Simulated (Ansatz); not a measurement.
# Ti3Al under changes of volume

One of the cells (17.120 Å³/atom); the others are scaled copies at fixed shape and fractional positions:

```
CELL_PARAMETERS angstrom
2.92754 0.00000 0.00000
-1.46377 2.53533 0.00000
0.00000 0.00000 9.22636
ATOMIC_POSITIONS crystal
Ti 0.33333 0.66667 0.24941
Ti 0.33333 0.66667 0.75059
Ti 0.66667 0.33333 0.00000
Al 0.66667 0.33333 0.50000
```

The cell comes from a database or a generator and needn't be the stable form of this composition.

```yaml
Program: Ansatz 0.2.0
Functional: LDA
Potentials_or_basis: all-electron LAPW, scalar-relativistic
Cutoff: 209 eV (chosen from the basis error)
Basis_error_allowed: 0.002 eV/atom
k_mesh: 10 × 10 × 3
Occupations: fermi-dirac, width 0.05 eV
Spin: no spin polarisation
```

```tsv
volume (Å³/atom)	energy over the lowest point (meV/atom)	pressure (GPa)	largest force (eV/Å)
16.093	0.00	-0.3	0.101
16.435	3.42	-2.8	0.113
16.778	?	?	?
17.120	24.88	-7.1	0.137
17.463	42.03	-8.9	0.148
17.805	62.91	-10.5	0.160
18.147	87.16	-12.0	0.171
```

**Question.** What does the run at 16.778 Å³/atom give?

**Answer.** Energy over the lowest point 11.88 meV/atom; pressure -5.0 GPa; largest force 0.125 eV/Å.

Worked out: A Birch-Murnaghan fit of order 3 (a polynomial in V^(-2/3)) to the other rows has its minimum at 16.05 Å³/atom, just outside them, with B0 = V·E''(V) = 123 GPa and B' = 3.6 at fixed shape and positions, which overstates the stiffness. It gives 11.88 meV/atom at 16.778 Å³/atom, against the run's 11.88, and -dE/dV = -5.1 GPa, against -5.0.

Energies are extrapolated to zero smearing.
